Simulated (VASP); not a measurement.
# Si12HO24 (a cell with a defect) in VASP: notebook

The runs below take Si12HO24 (a cell with a defect) through single point, with PBE+D3(BJ), r2SCAN.

All numbers are computed with VASP 6.6.1; they aren't measurements. Logs are shortened: lines on timing, memory, paths and dates and some standing lists are left out, and cuts for length are marked.

## (1) The crystal as given

The cell holds a defect, 74 atoms: a = 9.832 Å, b = 9.832 Å, c = 10.818 Å, α = 90.00°, β = 90.00°, γ = 120.00°.

## (2) Single point, PBE+D3(BJ)

INCAR reads:

```
SYSTEM = Si12HO24
  ALGO = Normal
  EDIFF = 1E-6
  ENCUT = 450
  GGA = PE
  ISIF = 2
  ISMEAR = 0
  IVDW = 12
  LASPH = .True.
  LCHARG = .True.
  LELF = .True.
  LREAL = .False.
  LVHAR = .True.
  LWAVE = .False.
  NBANDS = 236
  NELM = 100
  PREC = Accurate
  SIGMA = 0.02
```

KPOINTS reads:

```
k-points
0
Gamma
  1 1 1
  0 0 0
```

POSCAR reads:

```
Si12HO24
1.0
    9.8316000000      0.0000000000      0.0000000000
   -4.9158000000      8.5144153600      0.0000000000
    0.0000000000      0.0000000000     10.8182000000
Si O H
24 48 2
Direct
    0.2709099100      0.0094391800      0.1655027100
    0.9985581900      0.2592514300      0.3363694500
    0.2293313700      0.2350352900      0.9973888100
    0.2536999600      0.9943798200      0.6857301500
    0.9943088900      0.2605859300      0.8263963100
    0.2083269900      0.1946535800      0.5153311300
    0.2621491600      0.4975911800      0.1718615900
    0.0071092300      0.7712372900      0.3283148600
    0.2235410900      0.7272896200      0.0054956200
    0.2669434400      0.4925265000      0.6593211300
    0.9964925600      0.7555626100      0.8443723300
    0.2341662800      0.7379975200      0.4999615600
    0.7679183600      0.0027725800      0.1637768200
    0.5150453800      0.2909717700      0.3263891900
    0.7354828800      0.2356065700      0.9947544900
    0.7500254000      0.9945486100      0.6643177100
    0.4988791700      0.2694374300      0.8323993700
    0.7270726000      0.2340685100      0.4992150500
    0.7874783800      0.5096747300      0.1573528400
    0.5014811400      0.7712337700      0.3306460800
    0.7306058600      0.7321122000      0.9989357800
    0.7689976800      0.5017534200      0.6662599300
    0.4892422100      0.7549201000      0.8332459800
    0.7359702800      0.7334614600      0.4949275200
    0.0585994900      0.1851775900      0.4426589500
    0.2910020100      0.3666465000      0.1058264000
    0.1398598500      0.4267424900      0.2869976000
    0.2009835100      0.0720170000      0.0577487200
    0.4066298400      0.3704627500      0.3615348300
    0.4326514900      0.1539250100      0.2217404800
    0.0637104000      0.2018104000      0.9379856800
    0.2961209500      0.3602216000      0.5945064100
    0.1329963000      0.4206365700      0.7662825000
    0.1440959400      0.0534628100      0.6192837800
    0.3618947100      0.2974696100      0.8889306100
    0.4273668200      0.1382933600      0.7227606500
    0.0698422700      0.7005748600      0.4356703700
    0.2976032600      0.8725800500      0.1047948800
    0.1459163000      0.9395625000      0.2791979800
    0.1925934700      0.5656927500      0.0691771200
    0.3725483100      0.8040633200      0.3955902100
    0.4281822600      0.6421691300      0.2206537200
    0.0484628800      0.6811712500      0.9565332700
    0.2831508900      0.8721161200      0.6050312400
    0.1573768100      0.9148317700      0.8113722100
    0.2107464500      0.5753019700      0.5568150000
    0.3464649500      0.7730380600      0.8905284800
    0.4297587500      0.6246495600      0.7230592100
    0.5674995200      0.2199689900      0.4418414100
    0.8114747800      0.3713264800      0.0999751300
    0.6741022500      0.4415287100      0.2761049300
    0.7048024300      0.0708391800      0.0544039400
    0.8598764000      0.2853916600      0.3919929700
    0.9337635900      0.1388796900      0.2191445800
    0.5688786300      0.2097478700      0.9432799200
    0.7969424800      0.3651871000      0.6090898100
    0.6362505700      0.4334820500      0.7744881600
    0.6856066900      0.0652798700      0.5578710000
    0.8594873700      0.2928012300      0.8810256900
    0.9165469200      0.1276861800      0.7199152000
    0.5689396300      0.6934002000      0.4307230900
    0.7919415500      0.8629271600      0.1084292300
    0.6399768800      0.9359748100      0.2761740900
    0.7067804900      0.5682967600      0.0547796900
    0.8688771100      0.7964578400      0.3870153500
    0.9505596500      0.6538900700      0.2097545600
    0.5644435100      0.7011425300      0.9437322700
    0.7805881900      0.8618020400      0.6029322100
    0.6206643000      0.9221698500      0.7749832700
    0.7103227700      0.5713318500      0.5546426500
    0.8615482000      0.7938688900      0.8892565300
    0.9332905500      0.6387354700      0.7249986100
    0.4685945400      0.4824218500      0.3818332700
    0.2926452400      0.1351483600      0.4422009000
```

Potentials or basis: VASP PAW PBE potentials, release 64 (Si, O, H).

On the command line:

```sh
cat potpaw_PBE.64/Si/POTCAR potpaw_PBE.64/O/POTCAR potpaw_PBE.64/H/POTCAR > POTCAR
mpirun -np 1 vasp_std > vasp.out
```

OUTCAR:

```text
SYSTEM = Si12HO24
   EDIFF = 1E-6
   ENCUT = 450
   GGA = PE
   ISIF = 2
   ISMEAR = 0
   IVDW = 12
   LASPH = .True.
   LREAL = .False.
   NELM = 100
   PREC = Accurate
 IVDW          = 12

 ion  position               nearest neighbor table
   1  0.271  0.009  0.166-  28 1.62  39 1.63  30 1.63  38 1.63   8 3.04   3 3.05   9 3.10  14 3.13

   2  0.999  0.259  0.336-  25 1.62  53 1.62  27 1.62  54 1.63  13 3.04   7 3.05  18 3.10   6 3.12

   3  0.229  0.235  0.997-  28 1.62  26 1.62  31 1.62  35 1.63   1 3.05   5 3.07  17 3.07   7 3.08
[... 40 lines left out ...]
  25  0.059  0.185  0.443-   2 1.62   6 1.63
  26  0.291  0.367  0.106-   7 1.62   3 1.62
  27  0.140  0.427  0.287-   2 1.62   7 1.63
  28  0.201  0.072  0.058-   3 1.62   1 1.62
  29  0.407  0.370  0.362-  73 0.98  14 1.65   6 2.49
  30  0.433  0.154  0.222-   1 1.63  14 1.63
  31  0.064  0.202  0.938-   3 1.62   5 1.63
  32  0.296  0.360  0.595-  10 1.62   6 1.65
  33  0.133  0.421  0.766-   5 1.62  10 1.63
  34  0.144  0.053  0.619-   4 1.63   6 1.65
  35  0.362  0.297  0.889-  17 1.62   3 1.63
[... 35 lines left out ...]
  71  0.862  0.794  0.889-  11 1.62  21 1.63
  72  0.933  0.639  0.725-  22 1.63  11 1.63
  73  0.469  0.482  0.382-  29 0.98
  74  0.293  0.135  0.442-   6 1.46

  LATTYP: Found a hexagonal cell.
 ALAT       =     9.8316000000
 C/A-ratio  =     1.1003498922

  Lattice vectors:

 A1 = (   9.8316000000,   0.0000000000,   0.0000000000)
 A2 = (  -4.9158000000,   8.5144153600,   0.0000000000)
 A3 = (   0.0000000000,   0.0000000000,  10.8182000000)

Analysis of symmetry for initial positions (statically):
=====================================================================
 Subroutine PRICEL returns:
 Original cell was already a primitive cell.

 Routine SETGRP: Setting up the symmetry group for a
 hexagonal supercell.

 Subroutine GETGRP returns: Found  1 space group operations
 (whereof  1 operations were pure point group operations)
 out of a pool of 24 trial point group operations.

The static configuration has the point symmetry C_1 .

Analysis of symmetry for dynamics (positions and initial velocities):
=====================================================================
 Subroutine PRICEL returns:
 Original cell was already a primitive cell.

 Routine SETGRP: Setting up the symmetry group for a
 hexagonal supercell.

 Subroutine GETGRP returns: Found  1 space group operations
 (whereof  1 operations were pure point group operations)
 out of a pool of 24 trial point group operations.

The dynamic configuration has the point symmetry C_1 .

 Subroutine INISYM returns: Found  1 space group operations
 (whereof  1 operations are pure point group operations),
 and found     1 'primitive' translations

----------------------------------------------------------------------------------------

                                     Primitive cell

  volume of cell :     905.5950

  direct lattice vectors                    reciprocal lattice vectors
     9.831600000  0.000000000  0.000000000     0.101712844  0.058723938  0.000000000
    -4.915800000  8.514415360  0.000000000     0.000000000  0.117447876  0.000000000
     0.000000000  0.000000000 10.818200000     0.000000000  0.000000000  0.092436819

  length of vectors
     9.831600000  9.831600000 10.818200000     0.117447876  0.117447876  0.092436819

  position of ions in fractional coordinates (direct lattice)
     0.270909910  0.009439180  0.165502710
     0.998558190  0.259251430  0.336369450
     0.229331370  0.235035290  0.997388810
     0.253699960  0.994379820  0.685730150
     0.994308890  0.260585930  0.826396310
     0.208326990  0.194653580  0.515331130
[... 66 lines left out ...]
     0.468594540  0.482421850  0.381833270
     0.292645240  0.135148360  0.442200900

[... 89 lines left out ...]
     0.000000000  0.117447876  0.000000000     0.000000000  1.000000000  0.000000000
     0.000000000  0.000000000  0.092436819     0.000000000  0.000000000  1.000000000

  Length of vectors
     0.117447876  0.117447876  0.092436819

  Shift w.r.t. Gamma in fractional coordinates (k-lattice)
     0.000000000  0.000000000  0.000000000

 Subroutine IBZKPT returns following result:
 ===========================================

 Found      1 irreducible k-points:

 Following reciprocal coordinates:
            Coordinates               Weight
  0.000000  0.000000  0.000000      1.000000
   k-points           NKPTS =      1   k-points in BZ     NKDIM =      1   number of bands    NBANDS=    236
   number of dos      NEDOS =    301   number of ions     NIONS =     74
   total plane-waves  NPLWV = 392000
   dimension x,y,z NGX =    70 NGY =   70 NGZ =   80
   dimension x,y,z NGXF=   140 NGYF=  140 NGZF=  160
   ions per type =              24  48   2
   NGX,Y,Z   is equivalent  to a cutoff of  11.84, 11.84, 12.29 a.u.
   NGXF,Y,Z  is equivalent  to a cutoff of  23.67, 23.67, 24.59 a.u.
 SYSTEM =  Si12HO24
   PREC   = accura    normal or accurate (medium, high low for compatibility)
   ISTART =      0    job   : 0-new  1-cont  2-samecut
   ICHARG =      2    charge: 1-file 2-atom 10-const
   ISPIN  =      1    spin polarized calculation?
   LNONCOLLINEAR =      F non collinear calculations
   LSORBIT =      F    spin-orbit coupling
   LASPH  =      T    aspherical Exc in radial PAW
   ENCUT  =  450.0 eV  33.07 Ry    5.75 a.u.  17.01 17.01 18.71*2*pi/ulx,y,z
   NELM   =    100;   NELMIN=  2; NELMDL= -5     # of ELM steps
   EDIFF  = 0.1E-05   stopping-criterion for ELM
   LREAL  =      F    real-space projection
   EDIFFG = 0.1E-04   stopping-criterion for IOM
   NSW    =      0    number of steps for IOM
   IBRION =     -1    ionic relax: 0-MD 1-quasi-New 2-CG
   NFREE  =      0    steps in history (QN), initial steepest desc. (CG)
   ISIF   =      2    stress and relaxation
   ISYM   =      2    0-nonsym 1-usesym 2-fastsym
   POTIM  = 0.5000    time-step for ionic-motion
   TEBEG  =    0.0;   TEEND  =   0.0 temperature during run
   PSTRESS=    0.0 pullay stress
   NELECT =     386.0000    total number of electrons
   NUPDOWN=      -1.0000    fix difference up-down
   EMIN   =  10.00;   EMAX   =-10.00  energy-range for DOS
   EFERMI =   0.00;   METHOD = LEGACY
   ISMEAR =     0;   SIGMA  =   0.02  broadening in eV -4-tet -1-fermi 0-gaus
   EFERMI_NEDOS =   21; number of points for ismear=-14 and -15
   IALGO  =     38    algorithm
   IMIX   =      4    mixing-type and parameters
     AMIX     =   0.40;   BMIX     =  1.00
     AMIX_MAG =   1.60;   BMIX_MAG =  1.00
  volume/ion in A,a.u.               =      12.24        82.58
  Fermi-wavevector in a.u.,A,eV,Ry     =   1.232043  2.328224 20.652696  1.517930
  Thomas-Fermi vector in A             =   2.366829
   LORBIT       =      0    0 simple, 1 ext, 2 COOP (PROOUT), +10 PAW based schemes
   GGA     = PE    functional components
   LHFCALC =     F    Hartree Fock is set to
   AEXX    =    0.0000 exact exchange contribution
   IVDW    =    12    specifies the selected vdW correction
   LEPSILON=     F    determine dielectric tensor
   LRPA    =     F    only Hartree local field effects (RPA)
 non-spin polarized calculation
 Gauss-broadening in eV      SIGMA  =   0.02
  energy-cutoff  :      450.00
  volume of cell :      905.60
 maximum number of plane-waves:     19597
 NGX is ok and might be reduce to    70
   NGX = 33   NGY = 33   NGZ = 37

 number of electron     385.9999977 magnetization

 Free energy of the ion-electron system (eV)
  ---------------------------------------------------
  ext. energy  EPLUGINS =         0.00000000
  ---------------------------------------------------
  free energy    TOTEN  =      -573.27109148 eV

  energy without entropy =     -573.27109148  energy(sigma->0) =     -573.27109148

 E-fermi :   1.9089     XC(G=0):  -9.2961

 val. band max:        1.7678982892   @ k =   0.0000   0.0000   0.0000
 cond. band min:       7.0771853642   @ k =   0.0000   0.0000   0.0000
 fundamental gap:      5.3092870750
 Fermi energy:         1.9089157200

 k-point     1 :       0.0000    0.0000    0.0000
  band No.  band energies     occupation
      1     -18.1975      2.00000
      2     -17.7976      2.00000
      3     -17.7261      2.00000
      4     -17.7087      2.00000
      5     -17.6790      2.00000
      6     -17.6646      2.00000
[... 197 lines left out ...]
    204       9.8290      0.00000
    205      10.0469      0.00000
 [bands above 205 left out]

------------------------ aborting loop because EDIFF is reached ----------------------------------------

 Edisp (eV)  -10.53109

 E8    (eV) :    -3.5587

  FORCE on cell =-STRESS in cart. coord.  units (eV):
  Direction    XX          YY          ZZ          XY          YZ          ZX
  --------------------------------------------------------------------------------------
  -------------------------------------------------------------------------------------
  Total      -3.60691    -1.48321     3.62786     1.81297    -5.94639     0.15488
  in kB      -6.38134    -2.62409     6.41840     3.20750   -10.52035     0.27402
  external pressure =       -0.86 kB  Pullay stress =        0.00 kB

 VOLUME and BASIS-vectors are now :
 -----------------------------------------------------------------------------
  energy-cutoff  :      450.00
  volume of cell :      905.60
      direct lattice vectors                 reciprocal lattice vectors
     9.831600000  0.000000000  0.000000000     0.101712844  0.058723938  0.000000000
    -4.915800000  8.514415360  0.000000000     0.000000000  0.117447876  0.000000000
     0.000000000  0.000000000 10.818200000     0.000000000  0.000000000  0.092436819

 POSITION                                       TOTAL-FORCE (eV/Angst)
 -----------------------------------------------------------------------------------
      2.61708      0.08037      1.79044         0.021311      0.005981      0.001078
      8.54300      2.20737      3.63891        -0.004613      0.013698      0.004091
      1.09931      2.00119     10.78995        -0.009024     -0.011670      0.000967
     -2.39390      8.46656      7.41837         0.039804     -0.009275      0.004447
      8.49466      2.21874      8.94012        -0.003877      0.010397     -0.004368
      1.09131      1.65736      5.57496         0.034314     -0.002842     -0.052667
[... 66 lines left out ...]
      2.23554      4.10754      4.13075        -0.020648      0.163720      0.039880
      2.21281      1.15071      4.78382        -0.016656      0.003855      0.014739
 -----------------------------------------------------------------------------------
    total drift:                               -0.002710      0.000039     -0.001219

  FREE ENERGIE OF THE ION-ELECTRON SYSTEM (eV)
  ---------------------------------------------------
  free  energy   TOTEN  =      -583.8021814762 eV

  energy  without entropy=     -583.8021814762  energy(sigma->0) =     -583.80218148
```

Run time: 11 min. Hardware: 1 thread of Intel Xeon Platinum 8488C (Sapphire Rapids), shared host; peak memory 0.82 GiB.

What came out:

```yaml
Free_energy: -583.8022 eV
Largest_force: 0.170 eV/Å
Band_gap_on_the_k_mesh: 5.31 eV, direct
Dispersion_energy_per_atom: -0.142 eV
```

Forces in eV/Å, atoms in the order of the input:
```
Si   0.021  0.006  0.001
Si  -0.005  0.014  0.004
Si  -0.009 -0.012  0.001
Si   0.040 -0.009  0.004
Si  -0.004  0.010 -0.004
Si   0.034 -0.003 -0.053
Si   0.017 -0.002  0.002
Si  -0.014  0.014  0.002
Si  -0.001 -0.007  0.001
Si   0.013  0.003 -0.009
Si  -0.008  0.009 -0.008
Si  -0.002 -0.008  0.003
Si   0.013  0.000  0.000
Si  -0.003 -0.039  0.003
Si  -0.007 -0.016  0.002
Si   0.019 -0.006 -0.001
Si  -0.008  0.020  0.002
Si  -0.008 -0.014 -0.004
Si   0.028  0.002 -0.006
Si  -0.005  0.018  0.004
Si  -0.019 -0.012  0.004
Si   0.012  0.004 -0.003
Si  -0.010  0.012  0.005
Si  -0.005 -0.008  0.001
O    0.003  0.008 -0.001
O   -0.006 -0.004 -0.003
O    0.005 -0.001 -0.002
O    0.005  0.004  0.001
O   -0.020 -0.123 -0.015
O   -0.005  0.006  0.006
O   -0.002  0.009 -0.003
O   -0.004 -0.012 -0.007
O    0.009 -0.003 -0.002
O   -0.012 -0.011  0.006
O   -0.003 -0.008  0.001
O   -0.002  0.003 -0.002
O   -0.003  0.006 -0.001
O   -0.005 -0.007 -0.002
O    0.007  0.001  0.001
O    0.007  0.004  0.002
O   -0.005 -0.010  0.004
O   -0.004 -0.002  0.001
O   -0.008 -0.004  0.006
O   -0.014 -0.001  0.002
O    0.005  0.002  0.002
O    0.008  0.005  0.004
O   -0.001 -0.007  0.005
O   -0.003  0.005  0.000
O   -0.002  0.006 -0.003
O   -0.006 -0.004 -0.001
O   -0.001  0.003 -0.001
O    0.005  0.003  0.000
O   -0.001 -0.009  0.002
O   -0.003  0.006  0.002
O   -0.003  0.006 -0.003
O   -0.003 -0.006 -0.002
O    0.007 -0.003  0.000
O    0.006  0.002  0.000
O   -0.001 -0.004  0.000
O   -0.006  0.006  0.004
O   -0.003 -0.001 -0.006
O   -0.004 -0.007 -0.002
O    0.008  0.001 -0.004
O    0.008 -0.001  0.002
O    0.002 -0.008 -0.001
O   -0.002  0.003 -0.001
O    0.000  0.008 -0.002
O   -0.013 -0.002 -0.001
O    0.006 -0.002 -0.001
O    0.007 -0.001  0.002
O   -0.001 -0.005 -0.002
O   -0.005  0.006  0.004
H   -0.021  0.164  0.040
H   -0.017  0.004  0.015
```

Caveat: the cutoff is under 1.25 times the usual one of these potentials, so pressure, stress and relaxed cells hold a basis-set (Pulay) error.

## (3) Single point, r2SCAN

INCAR reads:

```
SYSTEM = Si12HO24
  ALGO = Normal
  EDIFF = 1E-6
  ENCUT = 450
  ISIF = 2
  ISMEAR = 0
  LASPH = .True.
  LCHARG = .True.
  LELF = .True.
  LMIXTAU = .True.
  LREAL = .False.
  LVHAR = .True.
  LWAVE = .False.
  METAGGA = R2SCAN
  NBANDS = 236
  NELM = 100
  PREC = Accurate
  SIGMA = 0.02
```

KPOINTS is that of step 2.

POSCAR is that of step 2.

Potentials or basis: VASP PAW PBE potentials, release 64 (Si, O, H).

On the command line:

```sh
cat potpaw_PBE.64/Si/POTCAR potpaw_PBE.64/O/POTCAR potpaw_PBE.64/H/POTCAR > POTCAR
mpirun -np 1 vasp_std > vasp.out
```

Wall time 38 min (1 thread of Intel Xeon Platinum 8488C (Sapphire Rapids), shared host); peak memory 0.9 GiB.

The run converged. Its results:

```
Free energy            : -719.9253 eV
Largest force          : 0.399 eV/Å
Band gap on the k mesh : 5.93 eV, direct
```

Forces in eV/Å, atoms in the order of the input:
```
Si  -0.004  0.011  0.004
Si  -0.021  0.035 -0.012
Si  -0.015 -0.043  0.016
Si   0.033 -0.029  0.082
Si  -0.030  0.017 -0.026
Si  -0.153 -0.100  0.135
Si   0.020  0.017 -0.028
Si  -0.002  0.052 -0.007
Si  -0.008 -0.083  0.007
Si   0.015  0.036 -0.002
Si   0.033  0.058  0.011
Si  -0.016 -0.028 -0.012
Si   0.039  0.000  0.003
Si   0.066  0.021 -0.019
Si  -0.005 -0.021 -0.002
Si   0.063 -0.003 -0.006
Si  -0.022  0.041  0.001
Si  -0.023 -0.033  0.004
Si   0.055 -0.013  0.030
Si  -0.006  0.023  0.000
Si  -0.036 -0.027  0.002
Si   0.033 -0.002 -0.016
Si  -0.005  0.028  0.010
Si  -0.028 -0.030  0.016
O    0.128  0.221 -0.089
O   -0.258 -0.025 -0.107
O    0.112 -0.217 -0.186
O    0.161  0.239  0.136
O    0.350  0.088 -0.023
O   -0.213  0.022  0.141
O    0.111  0.239 -0.146
O   -0.261 -0.101 -0.058
O    0.142 -0.213 -0.126
O    0.357  0.163 -0.074
O    0.115 -0.239  0.131
O   -0.269  0.003  0.198
O    0.103  0.275 -0.123
O   -0.270 -0.049 -0.096
O    0.118 -0.253 -0.195
O    0.182  0.219  0.119
O    0.098 -0.262  0.099
O   -0.228 -0.021  0.186
O    0.110  0.292 -0.180
O   -0.224 -0.044 -0.065
O   -0.040 -0.190 -0.262
O    0.137  0.194  0.130
O    0.121 -0.169  0.150
O   -0.282  0.022  0.124
O    0.168  0.237 -0.168
O   -0.293 -0.010 -0.129
O   -0.008 -0.173 -0.192
O    0.155  0.222  0.136
O    0.111 -0.207  0.135
O   -0.261 -0.012  0.167
O    0.125  0.222 -0.165
O   -0.284 -0.012 -0.139
O    0.150 -0.216 -0.132
O    0.182  0.222  0.130
O    0.126 -0.230  0.167
O   -0.261  0.036  0.144
O    0.085  0.279 -0.102
O   -0.254 -0.010 -0.149
O    0.136 -0.228 -0.156
O    0.182  0.238  0.124
O    0.118 -0.229  0.133
O   -0.258 -0.043  0.167
O    0.123  0.223 -0.153
O   -0.231 -0.024 -0.145
O    0.149 -0.219 -0.142
O    0.121  0.205  0.127
O    0.134 -0.263  0.183
O   -0.248 -0.009  0.174
H   -0.051 -0.209 -0.047
H   -0.197  0.089  0.153
```

Levels at points of the mesh, in eV from the valence-band top:
```
           k point  band 189  band 190  band 191  band 192  band 193  band 194  band 195  band 196  band 197  band 198
(0.00, 0.00, 0.00)     -0.74     -0.73     -0.66     -0.63      0.00      5.93      7.62      7.88      8.02      8.20
```

Caveat: the cutoff is under 1.25 times the usual one of these potentials, so pressure, stress and relaxed cells hold a basis-set (Pulay) error; the PAW data sets were made with another functional, which shifts forces and pressure a little. r2SCAN opens gaps a little over a GGA but as a rule still falls short of measured ones.
